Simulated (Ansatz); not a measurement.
This cell of CaF2 (fluorite) is off equilibrium:

```xyz
3
Lattice="0.0000 2.7202 2.7202 2.7202 0.0000 2.7202 2.7202 2.7202 0.0000" Properties=species:S:1:pos:R:3 pbc="T T T"
Ca     0.0000     0.0000     0.0000
F      1.3601     1.3601     1.3601
F      4.4127     4.4127     4.0804
```

Calculation: r2SCAN (plane waves to 500 eV, PAW, scalar-relativistic; Ansatz, a program for electronic structure). k mesh 9×9×9 (Γ-centred), Fermi-Dirac smearing 0.05 eV. E stands for the smeared free energy. Stress and pressure are positive under compression. CaF2 was relaxed with its symmetry unable to fall. The PAW data are Ansatz's earlier set.

Task: Predict the force on every atom, in eV/Å.

Result: 
```csv
atom,Fx,Fy,Fz
Ca1,1.260,1.260,1.440
F2,0.883,0.883,0.091
F3,-2.143,-2.143,-1.531
```

Task: Give the stress tensor in GPa and the pressure.

Result: 
```
   7.34     2.30     6.32
   2.30     7.34     6.32
   6.32     6.32     6.68
```
The pressure, a third of the trace, is 7.12 GPa.

Task: In it atom 3 sits (0.332, 0.332, 0.000) Å away from its relaxed site. What is its energy relative to the relaxed cell?

Result: 633 meV/cell.

(For displaced atoms, the force is minus the slope of the energy, and its curvature is a force constant, which sets phonon frequencies.)
